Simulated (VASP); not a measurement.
# Nd (Im-3m) in VASP: settings compared, part 2 of 2

VASP 6.6.1. Earlier steps stand in the parts before.

### 4 Single point, PBE, collinear spin, typed start

Contents of INCAR:

```
SYSTEM = Nd
ALGO = Normal ; EDIFF = 1E-7
ENCUT = 520 ; GGA = PE
ISIF = 2 ; ISMEAR = -1
ISPIN = 2 ; LASPH = .TRUE.
LCHARG = .FALSE. ; LMAXMIX = 6
LORBIT = 11 ; LREAL = .FALSE.
LWAVE = .FALSE. ; MAGMOM = 3
NBANDS = 17 ; NELM = 150
PREC = Accurate ; SIGMA = 0.05
```

Contents of KPOINTS:

```
k-points
0
G
  9 9 9
  0 0 0
```

Contents of POSCAR:

```
Nd
1.0
   -2.0754700287      2.0754700287      2.0754700287
    2.0754700287     -2.0754700287      2.0754700287
    2.0754700287      2.0754700287     -2.0754700287
Nd
1
Direct
    0.0000000000      0.0000000000      0.0000000000
```

Potentials or basis: VASP PAW PBE potentials, release 64 (Nd).

Run with:

```
cat potpaw_PBE.64/Nd/POTCAR > POTCAR
mpirun -np 1 vasp_std > vasp.out
```

OUTCAR:

```text
SYSTEM = Nd
   EDIFF = 1E-7
   ENCUT = 520
   GGA = PE
   ISIF = 2
   ISMEAR = -1
   ISPIN = 2
   LASPH = .TRUE.
   LORBIT = 11
   LREAL = .FALSE.
   NELM = 150
   PREC = Accurate

 ion  position               nearest neighbor table
   1  0.000  0.000  0.000-

  LATTYP: Found a body centered cubic cell.
 ALAT       =     4.1509400574

  Lattice vectors:

 A1 = (  -2.0754700287,   2.0754700287,   2.0754700287)
 A2 = (   2.0754700287,  -2.0754700287,   2.0754700287)
 A3 = (   2.0754700287,   2.0754700287,  -2.0754700287)

Analysis of symmetry for initial positions (statically):
=====================================================================
 Subroutine PRICEL returns:
 Original cell was already a primitive cell.

 Routine SETGRP: Setting up the symmetry group for a
 body centered cubic supercell.

 Subroutine GETGRP returns: Found 48 space group operations
 (whereof 48 operations were pure point group operations)
 out of a pool of 48 trial point group operations.

The static configuration has the point symmetry O_h .

Analysis of symmetry for dynamics (positions and initial velocities):
=====================================================================
 Subroutine PRICEL returns:
 Original cell was already a primitive cell.

[... 653 lines left out ...]
     16       9.7063      0.00000
     17      11.7883      0.00000

 [... further k-points ...]

 spin component 2

 k-point     1 :       0.0000    0.0000    0.0000
  band No.  band energies     occupation
      1     -31.2670      1.00000
      2     -12.3186      1.00000
      3     -12.3186      1.00000
      4     -12.3186      1.00000
      5       1.1930      1.00000
      6       6.2409      0.00000
[... 459 lines left out ...]
      6       5.5055      0.00000
[... 9 lines left out ...]
     16      10.6557      0.00000
     17      12.7315      0.00000

 [... further k-points ...]
[... 5 lines left out ...]
  --------------------------------------------------------------------------------------
  -------------------------------------------------------------------------------------
  Total       -0.0197424     -0.0197424     -0.0197424      0.0000000     -0.0000000     -0.0000000
  in kB       -0.8845067     -0.8845067     -0.8845067      0.0000000     -0.0000000     -0.0000000
  external PRESSURE =      -0.8845067 kB  Pullay stress =       0.0000000 kB

 VOLUME and BASIS-vectors are now :
 -----------------------------------------------------------------------------
  energy-cutoff  :      520.00
  volume of cell :       35.76
      direct lattice vectors                 reciprocal lattice vectors
    -2.075470029  2.075470029  2.075470029     0.000000000  0.240909285  0.240909285
     2.075470029 -2.075470029  2.075470029     0.240909285  0.000000000  0.240909285
     2.075470029  2.075470029 -2.075470029     0.240909285  0.240909285  0.000000000

 POSITION                                       TOTAL-FORCE (eV/Angst)
 -----------------------------------------------------------------------------------
      0.00000      0.00000      0.00000         0.000000     -0.000000     -0.000000
 -----------------------------------------------------------------------------------
    total drift:                               -0.000000     -0.000000     -0.000000

  FREE ENERGIE OF THE ION-ELECTRON SYSTEM (eV)
  ---------------------------------------------------
  free  energy   TOTEN  =        -6.3887994084 eV

  energy  without entropy=       -6.3298866742  energy(sigma->0) =       -6.35934304

 total charge

# of ion       s       p       d       f       tot
--------------------------------------------------
    1        2.025   5.382   0.514   3.309  11.229

 magnetization (x)

# of ion       s       p       d       f       tot
--------------------------------------------------
    1       -0.007  -0.097   0.190   3.289   3.374
```

OSZICAR:

```text
N       E                     dE             d eps       ncg     rms          rms(c)
DAV:   1     0.894719722423E+02    0.89472E+02   -0.52856E+03  2916   0.203E+03
DAV:   2     0.187825125731E+01   -0.87594E+02   -0.78881E+02  3667   0.236E+02
DAV:   3    -0.657284331724E+01   -0.84511E+01   -0.80056E+01  3618   0.982E+01
[... 19 lines left out ...]
DAV:  23    -0.638879778408E+01    0.33481E-05   -0.34948E-06  3813   0.251E-02    0.102E-02
DAV:  24    -0.638879976451E+01   -0.19804E-05   -0.68245E-07  3669   0.109E-02    0.599E-03
DAV:  25    -0.638879828806E+01    0.14764E-05   -0.41144E-07  3345   0.862E-03    0.641E-03
DAV:  26    -0.638879982831E+01   -0.15403E-05   -0.62907E-08  1350   0.426E-03    0.274E-03
DAV:  27    -0.638879949978E+01    0.32853E-06   -0.20300E-08  1264   0.365E-03    0.697E-04
DAV:  28    -0.638879940842E+01    0.91360E-07   -0.79254E-09  1255   0.134E-03
   1 F= -.63887994E+01 E0= -.63593430E+01  d E =-.589127E-01  mag=     4.0784
```

Wall time 99 s (1 thread of Intel Xeon Platinum 8488C (Sapphire Rapids), shared host); peak memory 0.2 GiB.

Results:

```
Free energy                                           : -6.3888 eV
Pressure                                              : -0.1 GPa
Band gap on the k mesh                                : none (metal or under the smearing width)
Net moment                                            : 4.08 μB per cell
Site moments                                          : Nd +3.37 μB
Valence electrons inside the program's atomic spheres : Nd 11.23
```

Caveat: the magnetic or orbital state may not be the lowest; spin-orbit coupling is left out, which moves the levels of the heavy elements.

### 5 The runs side by side

| level | fixed moment (μB) | cell | k mesh | smearing | gap on the mesh (eV) | pressure (GPa) | moment (μB) |
| --- | --- | --- | --- | --- | --- | --- | --- |
| r2SCAN+D4 | 2.0 | as given | 9 × 9 × 9, shifted | methfessel-paxton 0.05 eV | - | -0.6 | 2.00 |
| PBE | - | volume scaled by 0.94 | 9 × 9 × 9 | fermi-dirac 0.05 eV | none | -0.9 | 4.08 |
| PBE | - | as given | 9 × 9 × 9 | fermi-dirac 0.05 eV | none | -0.1 | 4.08 |

Alike in all rows: task single point; potentials or basis VASP PAW PBE potentials, release 64 (Nd); spin collinear, typed start; cutoff (eV) 520.

Caveats: the magnetic or orbital state may not be the lowest; spin-orbit coupling is left out, which moves the levels of the heavy elements; the PAW data sets were made with another functional, which shifts forces and pressure a little (some runs); the total moment is fixed, so each spin has its own Fermi level (some runs).

Total energies depend on the potentials used, so only differences within one code and one set of settings carry meaning.
